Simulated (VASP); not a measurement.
Input of a VASP 6.6.1 run:

File POSCAR:

```
BAs                                     
1.0
    0.0000000000      2.4082305153      2.4082305153
    2.4082305153      0.0000000000      2.4082305153
    2.4082305153      2.4082305153      0.0000000000
  B               As            
     1     1
Direct
     0.0000000000000000    0.0000000000000000    0.0000000000000000
     0.2500000000000000    0.2500000000000000    0.2500000000000000
```

Contents of INCAR.step1:

```
SYSTEM = BAs
  ALGO = Normal
  EDIFF = 1E-5
  ENCUT = 520
  GGA = PE
  ISIF = 2
  ISMEAR = 0
  KPAR = 4
  LASPH = .True.
  LCHARG = .False.
  LREAL = .False.
  LWAVE = .True.
  NBANDS = 11
  NELM = 60
  PREC = Accurate
  SIGMA = 0.02
```

The input INCAR.step2:

```
SYSTEM = BAs
  ALGO = Normal
  EDIFF = 1E-7
  ENCUT = 520
  GGA = PE
  HFSCREEN = 0.2
  ISIF = 2
  ISMEAR = 0
  ISTART = 1
  KPAR = 4
  LASPH = .True.
  LCHARG = .False.
  LHFCALC = .True.
  LREAL = .False.
  LWAVE = .False.
  NBANDS = 11
  NELM = 60
  PREC = Accurate
  PRECFOCK = Fast
  SIGMA = 0.02
```

File KPOINTS:

```
k-points
0
Gamma
  8 8 8
  0 0 0
```

KPOINTS_OPT

```
path GXWKGLUWLK,UX
10
line-mode
reciprocal
 0.0000000000  0.0000000000  0.0000000000  G
 0.5000000000  0.0000000000  0.5000000000  X

 0.5000000000  0.0000000000  0.5000000000  X
 0.5000000000  0.2500000000  0.7500000000  W

 0.5000000000  0.2500000000  0.7500000000  W
 0.3750000000  0.3750000000  0.7500000000  K

 0.3750000000  0.3750000000  0.7500000000  K
 0.0000000000  0.0000000000  0.0000000000  G

 0.0000000000  0.0000000000  0.0000000000  G
 0.5000000000  0.5000000000  0.5000000000  L

 0.5000000000  0.5000000000  0.5000000000  L
 0.6250000000  0.2500000000  0.6250000000  U

 0.6250000000  0.2500000000  0.6250000000  U
 0.5000000000  0.2500000000  0.7500000000  W

 0.5000000000  0.2500000000  0.7500000000  W
 0.5000000000  0.5000000000  0.5000000000  L

 0.5000000000  0.5000000000  0.5000000000  L
 0.3750000000  0.3750000000  0.7500000000  K

 0.6250000000  0.2500000000  0.6250000000  U
 0.5000000000  0.0000000000  0.5000000000  X
```

Potentials or basis: VASP PAW PBE potentials, release 64 (B, As).

Command:

```bash
$ cat potpaw_PBE.64/B/POTCAR potpaw_PBE.64/As/POTCAR > POTCAR
$ cp INCAR.step1 INCAR
$ mpirun -np 4 vasp_std > vasp.out
$ cp INCAR.step2 INCAR
$ mpirun -np 4 vasp_std > vasp.out
```

**Question.** What does it give for the pressure?

**Answer.** -4.0 GPa.

**Question.** Predict the band gap along the path.

**Answer.** 1.87 eV, indirect (least direct gap 4.09 eV).

Levels at the corners of the path, in eV from the valence-band top:
| point | band 2 | band 3 | band 4 | band 5 | band 6 | band 7 |
| --- | --- | --- | --- | --- | --- | --- |
| Γ | 0.00 | 0.00 | 0.00 | 4.09 | 4.09 | 4.09 |
| X | -9.35 | -4.36 | -4.36 | 2.12 | 2.18 | 12.71 |
| X | -9.35 | -4.36 | -4.36 | 2.12 | 2.18 | 12.71 |
| W | -8.88 | -5.81 | -5.51 | 6.18 | 7.03 | 7.64 |
| W | -8.88 | -5.81 | -5.51 | 6.18 | 7.03 | 7.64 |
| K | -8.94 | -6.32 | -3.72 | 2.78 | 6.50 | 10.42 |
| K | -8.94 | -6.32 | -3.72 | 2.78 | 6.50 | 10.42 |
| Γ | 0.00 | 0.00 | 0.00 | 4.09 | 4.09 | 4.09 |
| Γ | 0.00 | 0.00 | 0.00 | 4.09 | 4.09 | 4.09 |
| L | -9.52 | -1.94 | -1.94 | 3.42 | 5.68 | 5.68 |
| L | -9.52 | -1.94 | -1.94 | 3.42 | 5.68 | 5.68 |
| U | -8.94 | -6.32 | -3.72 | 2.78 | 6.50 | 10.42 |
| U | -8.94 | -6.32 | -3.72 | 2.78 | 6.50 | 10.42 |
| W | -8.88 | -5.81 | -5.51 | 6.18 | 7.03 | 7.64 |
| W | -8.88 | -5.81 | -5.51 | 6.18 | 7.03 | 7.64 |
| L | -9.52 | -1.94 | -1.94 | 3.42 | 5.68 | 5.68 |
| L | -9.52 | -1.94 | -1.94 | 3.42 | 5.68 | 5.68 |
| K | -8.94 | -6.32 | -3.72 | 2.78 | 6.50 | 10.42 |
| U | -8.94 | -6.32 | -3.72 | 2.78 | 6.50 | 10.42 |
| X | -9.35 | -4.36 | -4.36 | 2.12 | 2.18 | 12.71 |

Caveat: the PAW data sets were made with another functional, which shifts forces and pressure a little.
